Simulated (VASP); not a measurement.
SrO: relaxation of the atoms with PBEsol

SrO:

```
CELL_PARAMETERS angstrom
0.00000 2.56630 2.56630
2.56630 0.00000 2.56630
2.56630 2.56630 0.00000
ATOMIC_POSITIONS crystal
Sr 0.50000 0.50000 0.50000
O 0.00000 0.00000 0.00000
```

- Program: VASP 6.6.1
- Task: relaxation of the atoms
- Functional: PBEsol
- Potentials or basis: VASP PAW PBE potentials, release 64 (Sr_sv, O)
- Cutoff: 600 eV
- k mesh: 10 × 10 × 10
- Occupations: gaussian, width 0.03 eV
- Spin: no spin polarisation
- Further INCAR settings: ALGO = Normal; EDIFF = 1e-07; IBRION = 2; EDIFFG = -0.01; NSW = 40

- Pressure after relaxing: 0.0 GPa
- Band gap on the k mesh: 3.15 eV, indirect (least direct gap 3.24 eV)

Final structure:
```
Sr O
1.0
     0.00000    2.56630    2.56630
     2.56630    0.00000    2.56630
     2.56630    2.56630    0.00000
Sr O
1 1
Cartesian
  2.5663 2.5663 2.5663
  0.0000 0.0000 0.0000
```

Levels at points of the mesh, in eV from the valence-band top:
```csv
k point,band 6,band 7,band 8,band 9,band 10,band 11
"(0.00, 0.00, 0.00)",0.00,0.00,0.00,3.86,6.17,6.17
"(0.50, 0.00, 0.00)",-2.24,-1.16,-1.16,6.51,8.33,8.88
"(0.50, 0.50, 0.00)",-0.43,-0.08,-0.08,3.15,7.80,10.23
```

Wall time 15 s on 1 thread of Intel(R) Xeon(R) 6975P-C (Granite Rapids), on a shared host, peak memory 0.18 GiB.

Caveat: the relaxation stopped at its first step, so nothing moved; the PAW data sets were made with another functional, which shifts forces and pressure a little. A k mesh can miss the band edges.
